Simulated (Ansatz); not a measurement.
Crystal: PbS (Galena).

```
Pb S
1.0
     0.00000    2.96575    2.96575
     2.96575    0.00000    2.96575
     2.96575    2.96575    0.00000
Pb S
1 1
Direct
  0.00000 0.00000 0.00000
  0.50000 0.50000 0.50000
```

Base run:

| Item | Value |
| --- | --- |
| Program | Ansatz 0.2.0 |
| Functional | PBEsol |
| Potentials or basis | Ansatz PAW |
| Cutoff | 420 eV (not typed: the program's choice for these potentials) |
| k mesh | 8 × 8 × 8 |
| Occupations | fermi-dirac, width 0.05 eV |
| Spin | no spin polarisation |

Its results: band gap on the k mesh 0.25 eV, direct; pressure -0.9 GPa.

Q: After a change of settings the same cell gave: band gap on the k mesh 0.45 eV, direct; pressure 4.2 GPa. Which change was it?
A. functional from PBEsol to LDA
B. functional from PBEsol to RPBE
C. k mesh from 8 × 8 × 8 to 6 × 6 × 6; spin from no spin polarisation to spin-orbit coupling, no magnetisation; potential files from those of the base run to others of the same set

A: B.

RPBE binds less tightly than PBEsol, so the same cell stands under more pressure.

Caveats: spin-orbit coupling is left out, which as a rule narrows the gap of such compounds by several tenths of an eV; the PAW data sets come from PBE, with cores solved anew for the run's functional, which leaves a small shift of forces and pressure.

Runs at the PBE level aren't shown here.
